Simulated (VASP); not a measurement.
# BaZrO3: NMR shieldings, part 2 of 3

Aim: NMR shielding tensors and field gradients of BaZrO3. The cell has space group Pm-3m. The start is a cell from a database of measured crystal structures.

VASP 6.6.1, plane waves and PAW; the level of theory is named at each step.

So far. Step 2 (Relaxation): The forces stay under 1e-4 eV/Å. Step 3 (Ground state): The cell has a gap of 3.22 eV on this mesh and a pressure of -4.6 GPa, which holds the misfit of the given cell and coordinates with this functional, and any error of cutoff, mesh and data sets. Spin-orbit coupling is left out, which can shift or reorder these edges.

## Step 4: Shielding tensors

This step: chemical shifts by linear response (GIPAW), LDA; plane waves and PAW (Ba_sv_GW, Zr_sv, O) (VASP 6.6.1).

LCHIMAG computes the induced currents by linear response. It needs tightly converged orbitals and a cutoff well above the default; LEFG adds the field gradients at no cost.

INCAR reads:

```
SYSTEM = BaZrO3
PREC = Accurate
ENCUT = 560
EDIFF = 1E-09
NELM = 100
ISMEAR = 0
SIGMA = 0.01
LREAL = .FALSE.
ALGO = Normal
GGA = CA
NBANDS = 26
LASPH = .TRUE.
LWAVE = .FALSE.
LCHARG = .FALSE.
KPAR = 2
LCHIMAG = .TRUE.
LEFG = .TRUE.
DQ = 0.001
ICHIBARE = 1
LNMR_SYM_RED = .TRUE.
```

POSCAR reads:

```
BaZrO3
1.0
    4.1913400000      0.0000000000      0.0000000000
    0.0000000000      4.1913400000      0.0000000000
    0.0000000000      0.0000000000      4.1913400000
Ba Zr O
1 1 3
Direct
    0.0000000000      0.0000000000      0.0000000000
    0.5000000000      0.5000000000      0.5000000000
    0.0000000000      0.5000000000      0.5000000000
    0.5000000000      0.0000000000      0.5000000000
    0.5000000000      0.5000000000      0.0000000000
```

KPOINTS reads:

```
Automatic mesh
0
Gamma
6 6 6
0 0 0
```

Potentials, in the order of the species: Ba_sv_GW, Zr_sv and O (LDA family, release 64).

Run with:

```
$ mpirun -np 2 vasp_std
```

Log:

```text
[banner, memory and clock lines left out]
running    2 mpi-ranks, on    1 nodes
 distrk:  each k-point on    1 cores,    2 groups
 distr:  one band on    1 cores,    1 groups

 POSCAR found type information on POSCAR BaZrO
 POSCAR found :  3 types and       5 ions
 LDA part: xc-table for (Slater(with rela. corr.)+CA(PZ))
 , standard interpolation
 POSCAR, INCAR and KPOINTS ok, starting setup
 FFT: planning ... GRIDC
 FFT: planning ... GRID_SOFT
 FFT: planning ... GRID
 WAVECAR not read
 entering main loop
       N       E                     dE             d eps       ncg     rms          rms(c)
DAV:   1     0.530778443293E+03    0.53078E+03   -0.19714E+04  1040   0.165E+03
DAV:   2    -0.277131670651E+01   -0.53355E+03   -0.52085E+03  1456   0.433E+02
DAV:   3    -0.553084296684E+02   -0.52537E+02   -0.51434E+02  1654   0.166E+02
DAV:   4    -0.574937775569E+02   -0.21853E+01   -0.21791E+01  1648   0.276E+01
DAV:   5    -0.576220077795E+02   -0.12823E+00   -0.12815E+00  1632   0.464E+00    0.306E+01
DAV:   6    -0.490044922275E+02    0.86175E+01   -0.47523E+01  1174   0.440E+01    0.129E+01
DAV:   7    -0.488649828780E+02    0.13951E+00   -0.49094E+00  1656   0.152E+01    0.199E+01
DAV:   8    -0.488458668141E+02    0.19116E-01   -0.80529E-02  1546   0.168E+00    0.188E+01
DAV:   9    -0.487558860465E+02    0.89981E-01   -0.77488E-02  1214   0.237E+00    0.613E+00
DAV:  10    -0.487434986028E+02    0.12387E-01   -0.33161E-02  1340   0.149E+00    0.125E+00
DAV:  11    -0.487434313854E+02    0.67217E-04   -0.18020E-03  1762   0.268E-01    0.110E+00
DAV:  12    -0.487431823817E+02    0.24900E-03   -0.11907E-03  1350   0.223E-01    0.103E+00
DAV:  13    -0.487431318367E+02    0.50545E-04   -0.23427E-04  1952   0.113E-01    0.750E-01
DAV:  14    -0.487431301287E+02    0.17079E-05   -0.45761E-06  1380   0.140E-02    0.639E-01
DAV:  15    -0.487431191998E+02    0.10929E-04   -0.41707E-05  1422   0.452E-02    0.451E-02
DAV:  16    -0.487431189305E+02    0.26930E-06   -0.31165E-06  1650   0.135E-02    0.836E-02
DAV:  17    -0.487431186278E+02    0.30268E-06   -0.71379E-07  1670   0.643E-03    0.651E-02
DAV:  18    -0.487431185495E+02    0.78367E-07   -0.24786E-07  1652   0.320E-03    0.235E-02
DAV:  19    -0.487431185385E+02    0.10917E-07   -0.38122E-08  1462   0.147E-03    0.478E-03
DAV:  20    -0.487431185385E+02    0.80945E-10   -0.37326E-09  1360   0.429E-04
ion   1
     0.0000000     0.0000000    -0.0000000     0.0000000     0.0000000    -0.0000000
     0.0000600     0.0000000    -0.0000000     0.0000000     0.0000000    -0.0000000
     0.0000826     0.0000000    -0.0000000     0.0000000     0.0000000    -0.0000000
     0.0001137     0.0000000    -0.0000000     0.0000000     0.0000000    -0.0000000
     0.0001566     0.0000000    -0.0000000     0.0000000     0.0000000    -0.0000000

     0.0000000     0.0000000    -0.0000000     0.0000000     0.0000000    -0.0000000
     0.0000600     0.0000000    -0.0000000     0.0000000     0.0000000    -0.0000000
     0.0000826     0.0000000    -0.0000000     0.0000000     0.0000000    -0.0000000
     0.0001137     0.0000000    -0.0000000     0.0000000     0.0000000    -0.0000000
     0.0001566     0.0000000    -0.0000000     0.0000000     0.0000000    -0.0000000

ion   2
     0.0000000    -0.0000000    -0.0000000     0.0000000     0.0000000     0.0000000
     0.0000523    -0.0000000    -0.0000000     0.0000000     0.0000000     0.0000000
     0.0000720    -0.0000000    -0.0000000     0.0000000     0.0000000     0.0000000
     0.0000992    -0.0000000    -0.0000000     0.0000000     0.0000000     0.0000000
     0.0001366    -0.0000000    -0.0000000     0.0000000     0.0000000     0.0000000

     0.0000000    -0.0000000    -0.0000000    -0.0000000     0.0000000     0.0000000
     0.0000523    -0.0000000    -0.0000000    -0.0000000     0.0000000     0.0000000
     0.0000720    -0.0000000    -0.0000000    -0.0000000     0.0000000     0.0000000
     0.0000992    -0.0000000    -0.0000000    -0.0000000     0.0000000     0.0000000
     0.0001366    -0.0000000    -0.0000000    -0.0000000     0.0000000     0.0000000

ion   3
     0.0000000     0.0000000     0.0000000    -4.0681760    -0.0000000     7.0462874
     0.0000293     0.0000000     0.0000000    -4.0681759    -0.0000000     7.0462874
     0.0000403     0.0000000     0.0000000    -4.0681759    -0.0000000     7.0462874
     0.0000555     0.0000000     0.0000000    -4.0681759    -0.0000000     7.0462873
     0.0000765     0.0000000     0.0000000    -4.0681758    -0.0000000     7.0462872

     0.0000000     0.0000000     0.0000000    -9.5312050    -0.0000000    16.5085313
     0.0000293     0.0000000     0.0000000    -9.5312030    -0.0000000    16.5085278
     0.0000403     0.0000000     0.0000000    -9.5312016    -0.0000000    16.5085254
     0.0000555     0.0000000     0.0000000    -9.5311993    -0.0000000    16.5085214
     0.0000765     0.0000000     0.0000000    -9.5311954    -0.0000000    16.5085146

ion   4
     0.0000000     0.0000000    -0.0000000    -4.0681760    -0.0000000    -7.0462874
     0.0000293     0.0000000    -0.0000000    -4.0681759    -0.0000000    -7.0462874
     0.0000403     0.0000000    -0.0000000    -4.0681759    -0.0000000    -7.0462874
     0.0000555     0.0000000    -0.0000000    -4.0681759    -0.0000000    -7.0462873
     0.0000765     0.0000000    -0.0000000    -4.0681758    -0.0000000    -7.0462872

     0.0000000     0.0000000    -0.0000000    -9.5312050    -0.0000000   -16.5085313
     0.0000293     0.0000000    -0.0000000    -9.5312030    -0.0000000   -16.5085278
     0.0000403     0.0000000    -0.0000000    -9.5312016    -0.0000000   -16.5085254
     0.0000555     0.0000000    -0.0000000    -9.5311993    -0.0000000   -16.5085214
     0.0000765     0.0000000    -0.0000000    -9.5311954    -0.0000000   -16.5085146

ion   5
     0.0000000     0.0000000     0.0000000     8.1363519     0.0000000     0.0000000
     0.0000293     0.0000000     0.0000000     8.1363519     0.0000000     0.0000000
     0.0000403     0.0000000     0.0000000     8.1363518     0.0000000     0.0000000
     0.0000555     0.0000000     0.0000000     8.1363517     0.0000000     0.0000000
     0.0000765     0.0000000     0.0000000     8.1363516     0.0000000     0.0000000

     0.0000000     0.0000000     0.0000000    19.0624100     0.0000000     0.0000000
     0.0000293     0.0000000     0.0000000    19.0624059     0.0000000     0.0000000
     0.0000403     0.0000000     0.0000000    19.0624032     0.0000000     0.0000000
     0.0000555     0.0000000     0.0000000    19.0623985     0.0000000     0.0000000
     0.0000765     0.0000000     0.0000000    19.0623907     0.0000000     0.0000000

[...]
BDIR= 3  IDIR= 1  IQ=  0
DAV:   1    -0.572411315115E+03   -0.57241E+03   -0.25364E-10   630   0.141E-04
DAV:   2    -0.572411315115E+03   -0.94929E-10   -0.74158E-11   612   0.717E-05
       N       E                     dE             d eps       ncg     rms
RMM:   1    -0.143001732927E+03   -0.14300E+03   -0.24841E+02  1581   0.942E+01
RMM:   2    -0.152289387500E+03   -0.92877E+01   -0.45260E+01  1980   0.255E+01
RMM:   3    -0.153483304537E+03   -0.11939E+01   -0.34392E+00  1938   0.659E+00
RMM:   4    -0.153603817104E+03   -0.12051E+00   -0.30093E-01  2014   0.187E+00
RMM:   5    -0.153612679367E+03   -0.88623E-02   -0.25482E-02  2015   0.539E-01
RMM:   6    -0.153613521528E+03   -0.84216E-03   -0.24226E-03  2046   0.146E-01
RMM:   7    -0.153613584356E+03   -0.62828E-04   -0.16440E-04  2004   0.386E-02
RMM:   8    -0.153613590326E+03   -0.59701E-05   -0.19487E-05  1987   0.111E-02
RMM:   9    -0.153613591027E+03   -0.70094E-06   -0.21149E-06  1836   0.334E-03
RMM:  10    -0.153613591122E+03   -0.94452E-07   -0.30799E-07  1637   0.949E-04
RMM:  11    -0.153613591135E+03   -0.13388E-07   -0.35910E-08  1274   0.316E-04
RMM:  12    -0.153613591137E+03   -0.20123E-08   -0.72580E-09   851   0.123E-04
RMM:  13    -0.153613591138E+03   -0.32796E-09   -0.79279E-10   699   0.761E-05
BDIR= 3  IDIR= 1  IQ=  1
DAV:   1    -0.572464436985E+03   -0.57246E+03   -0.38785E-02  1218   0.130E+00
DAV:   2    -0.572464646526E+03   -0.20954E-03   -0.20954E-03  1508   0.326E-01
DAV:   3    -0.572464653952E+03   -0.74262E-05   -0.74262E-05  1596   0.394E-02
DAV:   4    -0.572464654203E+03   -0.25086E-06   -0.25089E-06  1588   0.820E-03
DAV:   5    -0.572464654217E+03   -0.14194E-07   -0.14165E-07  1560   0.138E-03
DAV:   6    -0.572464654218E+03   -0.65165E-09   -0.58224E-09  1342   0.307E-04
       N       E                     dE             d eps       ncg     rms
RMM:   1    -0.142964436041E+03   -0.14296E+03   -0.24828E+02  1578   0.942E+01
RMM:   2    -0.152238574969E+03   -0.92741E+01   -0.45138E+01  1987   0.255E+01
RMM:   3    -0.153429144520E+03   -0.11906E+01   -0.34407E+00  1957   0.662E+00
RMM:   4    -0.153550811125E+03   -0.12167E+00   -0.29497E-01  2016   0.188E+00
RMM:   5    -0.153559771448E+03   -0.89603E-02   -0.26536E-02  2048   0.549E-01
RMM:   6    -0.153560670173E+03   -0.89872E-03   -0.24327E-03  2080   0.148E-01
RMM:   7    -0.153560734750E+03   -0.64577E-04   -0.17288E-04  2044   0.394E-02
RMM:   8    -0.153560740899E+03   -0.61496E-05   -0.19184E-05  2050   0.111E-02
RMM:   9    -0.153560741584E+03   -0.68480E-06   -0.20659E-06  1902   0.335E-03
RMM:  10    -0.153560741678E+03   -0.93698E-07   -0.31323E-07  1730   0.972E-04
RMM:  11    -0.153560741691E+03   -0.13565E-07   -0.36576E-08  1354   0.323E-04
RMM:  12    -0.153560741693E+03   -0.21662E-08   -0.85640E-09   949   0.126E-04
RMM:  13    -0.153560741694E+03   -0.25443E-09   -0.60523E-10   775   0.729E-05
BDIR= 3  IDIR= 2  IQ= -1
DAV:   1    -0.572353849352E+03   -0.57235E+03   -0.42652E-02  1216   0.130E+00
DAV:   2    -0.572354092825E+03   -0.24347E-03   -0.24347E-03  1562   0.328E-01
DAV:   3    -0.572354103799E+03   -0.10974E-04   -0.10974E-04  1628   0.452E-02
DAV:   4    -0.572354104084E+03   -0.28462E-06   -0.28470E-06  1606   0.763E-03
DAV:   5    -0.572354104101E+03   -0.17700E-07   -0.17761E-07  1556   0.140E-03
DAV:   6    -0.572354104102E+03   -0.94053E-09   -0.89890E-09  1232   0.318E-04
       N       E                     dE             d eps       ncg     rms
RMM:   1    -0.127327571717E+03   -0.12733E+03   -0.19498E+02  1583   0.909E+01
RMM:   2    -0.133344228060E+03   -0.60167E+01   -0.33004E+01  1955   0.232E+01
RMM:   3    -0.134146275907E+03   -0.80205E+00   -0.25256E+00  1939   0.573E+00
RMM:   4    -0.134234589047E+03   -0.88313E-01   -0.24069E-01  2045   0.164E+00
RMM:   5    -0.134241493599E+03   -0.69046E-02   -0.17299E-02  2041   0.449E-01
RMM:   6    -0.134242066870E+03   -0.57327E-03   -0.16980E-03  2092   0.129E-01
RMM:   7    -0.134242115293E+03   -0.48423E-04   -0.14091E-04  2048   0.348E-02
RMM:   8    -0.134242119200E+03   -0.39067E-05   -0.10747E-05  2042   0.968E-03
RMM:   9    -0.134242119585E+03   -0.38587E-06   -0.11031E-06  1854   0.264E-03
RMM:  10    -0.134242119629E+03   -0.43812E-07   -0.16795E-07  1651   0.814E-04
RMM:  11    -0.134242119635E+03   -0.61551E-08   -0.16702E-08  1256   0.259E-04
RMM:  12    -0.134242119636E+03   -0.76278E-09   -0.33087E-09   903   0.109E-04
BDIR= 3  IDIR= 2  IQ=  0
DAV:   1    -0.572411315115E+03   -0.57241E+03   -0.25412E-10   630   0.141E-04
DAV:   2    -0.572411315115E+03    0.71736E-10   -0.73867E-11   612   0.717E-05
       N       E                     dE             d eps       ncg     rms
RMM:   1    -0.127357191280E+03   -0.12736E+03   -0.19532E+02  1582   0.910E+01
RMM:   2    -0.133376341961E+03   -0.60192E+01   -0.32999E+01  1950   0.232E+01
RMM:   3    -0.134178994987E+03   -0.80265E+00   -0.25003E+00  1922   0.570E+00
RMM:   4    -0.134267005456E+03   -0.88010E-01   -0.24050E-01  2031   0.163E+00
RMM:   5    -0.134273867129E+03   -0.68617E-02   -0.17042E-02  2009   0.447E-01
RMM:   6    -0.134274439179E+03   -0.57205E-03   -0.16973E-03  2051   0.129E-01
RMM:   7    -0.134274487525E+03   -0.48346E-04   -0.14247E-04  1996   0.350E-02
RMM:   8    -0.134274491441E+03   -0.39160E-05   -0.10609E-05  1970   0.966E-03
RMM:   9    -0.134274491822E+03   -0.38097E-06   -0.10929E-06  1771   0.263E-03
RMM:  10    -0.134274491865E+03   -0.42873E-07   -0.16440E-07  1569   0.804E-04
RMM:  11    -0.134274491871E+03   -0.59657E-08   -0.15977E-08  1181   0.252E-04
RMM:  12    -0.134274491872E+03   -0.68522E-09   -0.27123E-09   813   0.105E-04
BDIR= 3  IDIR= 2  IQ=  1
DAV:   1    -0.572468433788E+03   -0.57247E+03   -0.42573E-02  1216   0.130E+00
DAV:   2    -0.572468677256E+03   -0.24347E-03   -0.24347E-03  1576   0.328E-01
DAV:   3    -0.572468686678E+03   -0.94218E-05   -0.94219E-05  1604   0.437E-02
DAV:   4    -0.572468687079E+03   -0.40107E-06   -0.40106E-06  1620   0.890E-03
DAV:   5    -0.572468687099E+03   -0.20135E-07   -0.19980E-07  1604   0.153E-03
DAV:   6    -0.572468687100E+03   -0.69667E-09   -0.73573E-09  1224   0.304E-04
       N       E                     dE             d eps       ncg     rms
RMM:   1    -0.127384764095E+03   -0.12738E+03   -0.19543E+02  1581   0.910E+01
RMM:   2    -0.133403428727E+03   -0.60187E+01   -0.32974E+01  1955   0.232E+01
RMM:   3    -0.134210131034E+03   -0.80670E+00   -0.25205E+00  1940   0.574E+00
RMM:   4    -0.134298417810E+03   -0.88287E-01   -0.24132E-01  2038   0.164E+00
RMM:   5    -0.134305259497E+03   -0.68417E-02   -0.17038E-02  2042   0.450E-01
RMM:   6    -0.134305836154E+03   -0.57666E-03   -0.17424E-03  2090   0.130E-01
RMM:   7    -0.134305885209E+03   -0.49055E-04   -0.13553E-04  2053   0.344E-02
RMM:   8    -0.134305888956E+03   -0.37470E-05   -0.10494E-05  2037   0.957E-03
RMM:   9    -0.134305889335E+03   -0.37903E-06   -0.10809E-06  1867   0.262E-03
RMM:  10    -0.134305889378E+03   -0.43104E-07   -0.16617E-07  1647   0.797E-04
RMM:  11    -0.134305889384E+03   -0.60514E-08   -0.16268E-08  1251   0.251E-04
RMM:  12    -0.134305889384E+03   -0.74749E-09   -0.32286E-09   902   0.105E-04
       N       E                     dE             d eps       ncg     rms
RLQ:   1    -0.251569492352E+01   -0.25157E+01   -0.11627E+01  1225   0.360E+01
RLQ:   2    -0.314173345430E+01   -0.62604E+00   -0.22430E+00  1815   0.433E+00
RLQ:   3    -0.321139501290E+01   -0.69662E-01   -0.23668E-01  1887   0.116E+00
RLQ:   4    -0.321702764722E+01   -0.56326E-02   -0.13192E-02  1884   0.274E-01
RLQ:   5    -0.321757166951E+01   -0.54402E-03   -0.21431E-03  1885   0.884E-02
RLQ:   6    -0.321761615672E+01   -0.44487E-04   -0.10033E-04  1828   0.214E-02
RLQ:   7    -0.321761968183E+01   -0.35251E-05   -0.10689E-05  1725   0.618E-03
RLQ:   8    -0.321761996790E+01   -0.28607E-06   -0.64793E-07  1603   0.166E-03
RLQ:   9    -0.321761999094E+01   -0.23043E-07   -0.80794E-08  1343   0.511E-04
RLQ:  10    -0.321761999352E+01   -0.25751E-08   -0.71785E-09   953   0.168E-04
RLQ:  11    -0.321761999386E+01   -0.33997E-09   -0.14328E-09   737   0.863E-05
```

It took 5.1 min on 2 MPI ranks of AMD EPYC 9R45, shared host; peak memory 0.75 GiB; 10 min of CPU time.

OUTCAR, selected parts (step 4):

```text
The static configuration has the point symmetry O_h .

 Found     20 irreducible k-points:

   k-points           NKPTS =     20   k-points in BZ     NKDIM =     20   number of bands    NBANDS=     26

   ENCUT  =  560.0 eV  41.16 Ry    6.42 a.u.   8.09  8.09  8.09*2*pi/ulx,y,z

   NELECT =      40.0000    total number of electrons

  Total       -2.2116223     -2.2116223     -2.2116223      0.0000000      0.0000000     -0.0000000
  in kB      -48.1241274    -48.1241274    -48.1241274      0.0000000      0.0000000     -0.0000000
  external PRESSURE =     -48.1241274 kB  Pullay stress =       0.0000000 kB

  energy-cutoff  :      560.00
  volume of cell :       73.63
      direct lattice vectors                 reciprocal lattice vectors
     4.191340000  0.000000000  0.000000000     0.238587182  0.000000000  0.000000000
     0.000000000  4.191340000  0.000000000     0.000000000  0.238587182  0.000000000
     0.000000000  0.000000000  4.191340000     0.000000000  0.000000000  0.238587182

 Electric field gradients after diagonalization (V/A^2)
 (convention: |V_zz| > |V_xx| > |V_yy|)
----------------------------------------------------------------------
 ion       V_xx      V_yy      V_zz     asymmetry (V_yy - V_xx)/ V_zz
----------------------------------------------------------------------
   1       0.000    -0.000    -0.000       0.333
   2      -0.000    -0.000    -0.000      -0.011
   3       9.351     9.351   -18.703       0.000
   4       9.351     9.351   -18.703       0.000
   5       9.351     9.351   -18.703       0.000
----------------------------------------------------------------------

  ORBITAL MAGNETIC SUSCEPTIBILITY, excluding core contribution
 -------------------------------------------------------------
  Approximate magnetic susceptibility, pGv (10^-6 cm^3/mole)
     1        -41.464841         -0.000000         -0.000000
     2          0.000000        -41.464841         -0.000000
     3          0.000000          0.000000        -41.464841
 -------------------------------------------------------------
  Approximate magnetic susceptibility, vGv (10^-6 cm^3/mole)
     1        -32.996151         -0.000000          0.000000
     2         -0.000000        -32.996151         -0.000000
     3          0.000000          0.000000        -32.996151

  CSA tensor (J. Mason, Solid State Nucl. Magn. Reson. 2, 285 (1993))
  for chemical shielding  (including the isotropic core contribution)

  BDIR labels direction of applied magnetic field (i.e. B0)
  For BDIR==1, B0 along x-axis, etc.
  Induced field listed along cartesian directions for each BDIR
 ------------------------------------------------------------------------------------------
                 EXCLUDING G=0 CONTRIBUTION              INCLUDING G=0 CONTRIBUTION
 ------------------------------------------------------------------------------------------
  ion  BDIR            X           Y           Z                X           Y           Z
          (   iso_shield        span        skew ) (   iso_shield        span        skew )
 ------------------------------------------------------------------------------------------
    1     1    4853.7391     -0.0000     -0.0000        4864.3660     -0.0000     -0.0000
          2      -0.0000   4853.7391     -0.0000          -0.0000   4864.3660     -0.0000
          3       0.0000      0.0000   4853.7391           0.0000      0.0000   4864.3660
          (    4853.7391      0.0000      0.0000 ) (    4864.3660      0.0000      0.0000 )

    2     1    1370.5289     -0.0000     -0.0000        1381.1559     -0.0000     -0.0000
          2      -0.0000   1370.5289      0.0000          -0.0000   1381.1559      0.0000
          3      -0.0000      0.0000   1370.5289          -0.0000      0.0000   1381.1559
          (    1370.5289      0.0000      0.0000 ) (    1381.1559      0.0000      0.0000 )

    3     1       2.3910     -0.0000     -0.0000          13.0180     -0.0000     -0.0000
          2      -0.0000   -311.1255     -0.0000          -0.0000   -300.4985     -0.0000
          3       0.0000     -0.0000   -311.1255           0.0000     -0.0000   -300.4985
          (    -206.6200    313.5165      1.0000 ) (    -195.9930    313.5165      1.0000 )

    4     1    -311.1255     -0.0000      0.0000        -300.4985     -0.0000      0.0000
          2      -0.0000      2.3910     -0.0000          -0.0000     13.0180     -0.0000
          3       0.0000      0.0000   -311.1255           0.0000      0.0000   -300.4985
          (    -206.6200    313.5165      1.0000 ) (    -195.9930    313.5165      1.0000 )

    5     1    -311.1255     -0.0000     -0.0000        -300.4985     -0.0000     -0.0000
          2      -0.0000   -311.1255     -0.0000          -0.0000   -300.4985     -0.0000
          3      -0.0000      0.0000      2.3910          -0.0000      0.0000     13.0180
          (    -206.6200    313.5165      1.0000 ) (    -195.9930    313.5165      1.0000 )
 ------------------------------------------------------------------------------------------

[... 4 parts as in an earlier step ...]

[... 3 further parts left out ...]
```

Spin-orbit coupling is left out, which changes shieldings on and beside heavy atoms by much.

Numbers from this step:

* free energy (TOTEN): -48.74 eV
* Fermi energy: 4.917 eV
* pressure: -4.812 GPa
* gap on the k-mesh: 3.113 eV
* least direct gap on the k-mesh: 3.305 eV

Valence and core; the G = 0 term is that of a spherical sample. NMR shielding, by row:

```
atom  isotropic shielding (ppm)  span (ppm)  skew  isotropic shielding without the G = 0 term (ppm)
 Ba1                       4864           0     -                                              4854
 Zr2                       1381           0     -                                              1371
  O3                       -196       313.5     1                                            -206.6
  O4                       -196       313.5     1                                            -206.6
  O5                       -196       313.5     1                                            -206.6
```

[end of part 2 of 3]

[Lines on the potential files, build, host, timing and source positions are cut from VASP's logs without a mark.]

[Logs are printed without paths, hosts, clocks, repeated set-up lines and the standing remarks that a program may print on its own settings, such as how far it seeks lower states.]

[Hosts, paths, dates, database ids (printed as entryN), source tags and the programs' standing remarks are cut or masked in the printed files.]
